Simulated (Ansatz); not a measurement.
# Iridium, dhcp under r²SCAN: structure, energy and stiffness

Aim: take iridium in the dhcp structure, relax it, solve it on a dense k-mesh, then scale the cell to 7 volumes from 88 to 112 % of the relaxed one and try a fit of the equation of state. Spin polarisation is left out. The k-meshes are 13×13×4 for the relaxation; 17×17×5 for the dense run; 15×15×4 for the volumes.

Computed with Ansatz 0.2.0 (DFT r2SCAN, plane waves (500 eV) with PAW, scalar-relativistic; the PAW data stem from PBE, with regenerated cores, unless a step says otherwise).

## (1) The starting structure

The structure is hexagonal, space group P6_3/mmc (No. 194). Conventional cell: a = 2.715 Å, b = 2.715 Å, c = 8.867 Å, α = 90.00°, β = 90.00°, γ = 120.00°. Ir (site symmetry -3m) is surrounded by 12 Ir at 2.71 Å. Around Ir (site symmetry -6m2) lie 12 Ir at 2.71 Å.

As a file:

```
Ir
1.0
     2.71486    0.00000    0.00000
    -1.35743    2.35114    0.00000
     0.00000    0.00000    8.86674
Ir
4
Direct
  0.00000 0.00000 0.00000
  0.00000 0.00000 0.50000
  0.33333 0.66667 0.25000
  0.66667 0.33333 0.75000
```

## (2) Relaxation of the cell

Input file input.yaml:

```yaml
crystal:
  lattice:
    - [2.7148619862, 0.0, 0.0]
    - [-1.3574309931, 2.3511394478, 0.0]
    - [0.0, 0.0, 8.8667392469]
  atoms:
    - { symbol: Ir, position: [0.0, 0.0, 0.0] }
    - { symbol: Ir, position: [0.0, 0.0, 0.5] }
    - { symbol: Ir, position: [0.3333333333, 0.6666666667, 0.25] }
    - { symbol: Ir, position: [0.6666666667, 0.3333333333, 0.75] }
hamiltonian:
  xc: r2scan
  pseudopotentials:
    kind: paw
    azcp:
      Ir: "pseudopotentials/Ir.paw.azcp"
basis:
  ecutwfc: 500
  fft_grid_basis: typed
kpoints:
  mp_grid: { grid: [13, 13, 4], shift: [0, 0, 0] }
magnetization:
  spin_polarized: false
scf:
  occupations: { method: fermi_dirac, width: 0.1 }
relax:
  max_steps: 60
  f_tol: 0.01
  cell: {}
output:
  write_density: true
  write_potential: true
  elf: true
  volumetric_format: npy
```

Run with:

```sh
$ ansatz run input.yaml --threads 1 --pin off --max-ram 3584MiB --backend cpu --events-out ev --progress --plain --runs-dir out
```

The log of the run, cut to the lines that bear on the results:

```text
[...]
Pseudopotentials: kind: paw
Pseudopotential: Ir, paw, valence charge 17, recommended cutoff 500 eV (meta_gga), <dir>
Functional definition: r2SCAN
[...]
Crystal: 4 atoms, lattice volume = 56.597 Å³
Basis set: ecut = 500 eV, 1389 PW (Γ), exchange–correlation on 80×80×288 points (64 copies of the dense FFT grid, shifted against one another)
Bands: 41, of which v1, the nominal top of the filled ones, is band 34 counted from 1 (33 counted from 0)
Symmetry: 24 space group operations
Space group: P63/mmc (ITA 194), of the structure as read, at distance tolerance 3.8e-5 Å
k-points: 63 of 676
[...]
SCF iter   1: F=—  HF=-47794.675865 eV  |F-HF|=—  |Δ(HF+E_count)|=         —  Δρ=1.19e-2  dr2=2.71e-2  dr2_τ=1.40e-1  ethr=1.77e-3  ⟨swp⟩=6.1  Hψ=8993  notcnv=0  defer=3
[...]
relax step   1: F+E_penalty+E_count = -47794.79126940 eV  Δ(F+E_penalty+E_count) = +0.000e0 eV  max|allowed force component| = 7.633e-17 eV/Å  Δτ_max = 0.0000 Å  P = +2.454 GPa  Ω = 56.597 Å³  (7 SCF iters, dr2 threshold 1.00e-7 eV, accepted)
[...]
relax step   4: F+E_penalty+E_count = -47794.79381557 eV  Δ(F+E_penalty+E_count) = -9.427e-6 eV  max|allowed force component| = 8.789e-17 eV/Å  Δτ_max = 0.0000 Å  P = -0.001 GPa  Ω = 56.962 Å³  energy of the carried Pulay correction = -2.700e-4 eV  (2 SCF iters, dr2 threshold 1.23e-8 eV, accepted)
[...]
SCF converged after 5 iterations
Free energy (F): -47794.794099 eV
[...]
E sigma→0 (E₀):  -47794.729305 eV
Entropy (-TS):   -0.129588 eV (-32.397 meV/atom)
Fermi energy:    25.418999 eV
[...]
--- Forces (eV/Å), atoms counted from 1 ---
  atom   1  Ir     0.00000000     0.00000000     0.00000000
  atom   2  Ir    -0.00000000     0.00000000     0.00000000
  atom   3  Ir     0.00000000    -0.00000000    -0.00000000
  atom   4  Ir    -0.00000000     0.00000000     0.00000000
[...]
--- Stress (GPa, compression-positive) ---
        0.000589       0.000000      -0.000000
        0.000000       0.000589       0.000000
       -0.000000       0.000000       0.005691
  P = ⅓ Tr σ = 0.0023 GPa (0.023 kbar)
--- Band table (eV; the first three rows and the last of 63) ---
[...]
--- Relaxed structure (4 steps of the walk, 3 accepted, 1 SCFs on fresh bases) ---
  F+E_penalty+E_count = -47794.79409924 eV   max|allowed force component| = 8.789e-17 eV/Å   (the final SCF, on the basis selected at the relaxed cell)
  cell:  # Å, volume = 56.9619 Å³
    - [2.7199504802046373, -4.3578759132046495e-33, -9.078908152509684e-35]
    - [-1.3599752401023186, 2.355546212892899, 1.6333301724303393e-34]
    - [-2.9651714026111718e-34, 4.4477571039167585e-34, 8.89062208145274]
  atoms:
    - { symbol: Ir, position: [1.2791286826293237e-34, 8.106146897876731e-35, -1.608611746708759e-85] }
    - { symbol: Ir, position: [1.2472838909698578e-34, 7.764835449545082e-35, 0.5] }
    - { symbol: Ir, position: [0.33333333333333337, 0.6666666666666669, 0.25] }
    - { symbol: Ir, position: [0.6666666666666667, 0.33333333333333337, 0.7500000000000001] }
```

Wall time 98 s (1 thread of Intel Xeon Platinum 8259CL at 2.50GHz (Skylake/Cascade Lake), shared host); peak memory 0.73 GiB.

Step by step:

| step | energy change (meV/atom) | largest force (eV/Å) | pressure (GPa) | volume (Å³/atom) | accepted |
| --- | --- | --- | --- | --- | --- |
| 1 | 0.00 | 0.0000 | 2.45 | 14.149 | yes |
| 2 | 2.25 | 0.0000 | -4.69 | 14.425 | no |
| 3 | -0.63 | 0.0000 | -0.07 | 14.243 | yes |
| 4 | -0.64 | 0.0000 | 0.00 | 14.240 | yes |
| 5 | -0.71 | 0.0000 | 0.00 | 14.240 | yes |

Steps that repeat a cell are solved on a basis chosen anew, so their changes of energy are no gain of the relaxation.

Changes in the cell that was computed:

|  | before | after | change |
| --- | --- | --- | --- |
| a (Å) | 2.715 | 2.720 | +0.2 % |
| b (Å) | 2.715 | 2.720 | +0.2 % |
| c (Å) | 8.867 | 8.891 | +0.3 % |
| volume (Å³/atom) | 14.149 | 14.240 | +0.6 % |
| shortest distance (Å) | 2.715 | 2.720 | +0.2 % |
| space group (spins left aside) | P6_3/mmc | P6_3/mmc | same |

## (3) The energy on a finer k-mesh

Input file input.yaml:

```yaml
crystal:
  lattice:
    - [2.7199504802, 0.0, 0.0]
    - [-1.3599752401, 2.3555462129, 0.0]
    - [0.0, 0.0, 8.8906220815]
  atoms:
    - { symbol: Ir, position: [0.0, 0.0, 1.0] }
    - { symbol: Ir, position: [0.0, 0.0, 0.5] }
    - { symbol: Ir, position: [0.3333333333, 0.6666666667, 0.25] }
    - { symbol: Ir, position: [0.6666666667, 0.3333333333, 0.75] }
hamiltonian:
  xc: r2scan
  pseudopotentials:
    kind: paw
    azcp:
      Ir: "pseudopotentials/Ir.paw.azcp"
basis:
  ecutwfc: 500
  fft_grid_basis: typed
kpoints:
  mp_grid: { grid: [17, 17, 5], shift: [0, 0, 0] }
magnetization:
  spin_polarized: false
scf:
  occupations: { method: fermi_dirac, width: 0.1 }
```

Run with:

```sh
$ ansatz run input.yaml --threads 1 --pin off --max-ram 3584MiB --backend cpu --events-out ev --progress --plain --runs-dir out
```

The log of the run, cut to the lines that bear on the results:

```text
[...]
[... 3 set-up lines as earlier in the session ...]
[...]
Crystal: 4 atoms, lattice volume = 56.962 Å³
Basis set: ecut = 500 eV, 1389 PW (Γ), exchange–correlation on 80×80×288 points (64 copies of the dense FFT grid, shifted against one another)
Bands: 41, of which v1, the nominal top of the filled ones, is band 34 counted from 1 (33 counted from 0)
[... 2 set-up lines as earlier in the session ...]
k-points: 99 of 1445
[...]
SCF iter   1: F=—  HF=-47794.678904 eV  |F-HF|=—  |Δ(HF+E_count)|=         —  Δρ=1.13e-2  dr2=2.57e-2  dr2_τ=1.34e-1  ethr=1.77e-3  ⟨swp⟩=6.0  Hψ=14010  notcnv=0  defer=7
[...]
SCF iter   8: F=-47794.792231 eV  HF=-47794.792230 eV  |F-HF|=3.73e-8  |Δ(HF+E_count)|=   1.86e-7  Δρ=8.41e-6  dr2=3.12e-8  dr2_τ=2.25e-9  ethr=1.47e-10  ⟨swp⟩=2.2  Hψ=7871  notcnv=0
[...]
SCF converged after 8 iterations
Free energy (F): -47794.792231 eV
[...]
E sigma→0 (E₀):  -47794.728581 eV
Entropy (-TS):   -0.127299 eV (-31.825 meV/atom)
Fermi energy:    25.390269 eV
[...]
```

It took 22 s on 1 thread of Intel Xeon Platinum 8259CL at 2.50GHz (Skylake/Cascade Lake), shared host; peak memory 0.72 GiB.

## (4) The cell scaled to 88 % of its volume

input.yaml: that of step 3 with these lines changed.

```diff
@@ -2,5 +2,5 @@
   lattice:
-    - [2.7199504802, 0.0, 0.0]
-    - [-1.3599752401, 2.3555462129, 0.0]
-    - [0.0, 0.0, 8.8906220815]
+    - [2.6064849482, 0.0, 0.0]
+    - [-1.3032424741, 2.2572821797, 0.0]
+    - [0.0, 0.0, 8.5197406365]
   atoms:
@@ -20,3 +20,3 @@
 kpoints:
-  mp_grid: { grid: [17, 17, 5], shift: [0, 0, 0] }
+  mp_grid: { grid: [15, 15, 4], shift: [0, 0, 0] }
 magnetization:
@@ -25 +25,4 @@
   occupations: { method: fermi_dirac, width: 0.1 }
+  lower_state_search: "off"
+output:
+  stress: true
```

Run with:

```sh
$ ansatz run input.yaml --threads 1 --pin off --max-ram 3584MiB --backend cpu --events-out ev --progress --plain --runs-dir out
```

The log of the run, cut to the lines that bear on the results:

```text
[...]
[... 3 set-up lines as earlier in the session ...]
[...]
Crystal: 4 atoms, lattice volume = 50.127 Å³
Basis set: ecut = 500 eV, 1279 PW (Γ), exchange–correlation on 80×80×256 points (64 copies of the dense FFT grid, shifted against one another)
Bands: 41, of which v1, the nominal top of the filled ones, is band 34 counted from 1 (33 counted from 0)
[... 1 set-up line as earlier in the session ...]
Space group: P63/mmc (ITA 194), of the structure as read, at distance tolerance 3.7e-5 Å
k-points: 81 of 900
[...]
SCF iter   1: F=-47793.563567 eV  HF=-47793.407381 eV  |F-HF|=1.56e-1  |Δ(HF+E_count)|=         —  Δρ=1.29e-2  dr2=2.96e-2  dr2_τ=2.41e-1  ethr=1.77e-3  ⟨swp⟩=6.2  Hψ=12572  notcnv=0  defer=2
[...]
SCF iter   7: F=-47793.572541 eV  HF=-47793.572541 eV  |F-HF|=6.00e-8  |Δ(HF+E_count)|=   3.55e-7  Δρ=1.33e-5  dr2=7.37e-8  dr2_τ=5.82e-9  ethr=1.47e-10  ⟨swp⟩=3.1  Hψ=13796  notcnv=0
[...]
SCF converged after 7 iterations
Free energy (F): -47793.572541 eV
[...]
E sigma→0 (E₀):  -47793.525860 eV
Entropy (-TS):   -0.093361 eV (-23.340 meV/atom)
Fermi energy:    29.777841 eV
[...]
--- Stress (GPa, compression-positive) ---
       65.693571       0.000000      -0.000000
        0.000000      65.693571      -0.000000
       -0.000000      -0.000000      65.919957
  P = ⅓ Tr σ = 65.7690 GPa (657.690 kbar)
```

It took 18 s on 1 thread of Intel Xeon Platinum 8259CL at 2.50GHz (Skylake/Cascade Lake), shared host; peak memory 0.71 GiB.

## (5) The cell scaled to 92 % of its volume

input.yaml: that of step 4 with these lines changed.

```diff
@@ -2,5 +2,5 @@
   lattice:
-    - [2.6064849482, 0.0, 0.0]
-    - [-1.3032424741, 2.2572821797, 0.0]
-    - [0.0, 0.0, 8.5197406365]
+    - [2.6453934449, 0.0, 0.0]
+    - [-1.3226967225, 2.2909779263, 0.0]
+    - [0.0, 0.0, 8.6469196946]
   atoms:
```

Run with:

```sh
$ ansatz run input.yaml --threads 1 --pin off --max-ram 3584MiB --backend cpu --events-out ev --progress --plain --runs-dir out
```

The log of the run, cut to the lines that bear on the results:

```text
[...]
[... 3 set-up lines as earlier in the session ...]
[...]
Crystal: 4 atoms, lattice volume = 52.405 Å³
Basis set: ecut = 500 eV, 1315 PW (Γ), exchange–correlation on 80×80×256 points (64 copies of the dense FFT grid, shifted against one another)
Bands: 41, of which v1, the nominal top of the filled ones, is band 34 counted from 1 (33 counted from 0)
[... 2 set-up lines as earlier in the session ...]
k-points: 81 of 900
[...]
SCF iter   1: F=-47794.296281 eV  HF=-47794.161579 eV  |F-HF|=1.35e-1  |Δ(HF+E_count)|=         —  Δρ=1.24e-2  dr2=2.81e-2  dr2_τ=1.96e-1  ethr=1.77e-3  ⟨swp⟩=6.1  Hψ=12347  notcnv=0  defer=2
[...]
SCF iter   7: F=-47794.305136 eV  HF=-47794.305136 eV  |F-HF|=2.02e-8  |Δ(HF+E_count)|=   2.81e-7  Δρ=9.67e-6  dr2=5.47e-8  dr2_τ=4.28e-9  ethr=1.47e-10  ⟨swp⟩=3.1  Hψ=13888  notcnv=0
[...]
SCF converged after 7 iterations
Free energy (F): -47794.305136 eV
[...]
E sigma→0 (E₀):  -47794.254539 eV
Entropy (-TS):   -0.101195 eV (-25.299 meV/atom)
Fermi energy:    28.191124 eV
[...]
--- Stress (GPa, compression-positive) ---
       38.345543       0.000000       0.000000
        0.000000      38.345543       0.000000
        0.000000       0.000000      38.390457
  P = ⅓ Tr σ = 38.3605 GPa (383.605 kbar)
```

It took 18 s on 1 thread of Intel Xeon Platinum 8259CL at 2.50GHz (Skylake/Cascade Lake), shared host; peak memory 0.71 GiB.

[end of part 1 of 2]
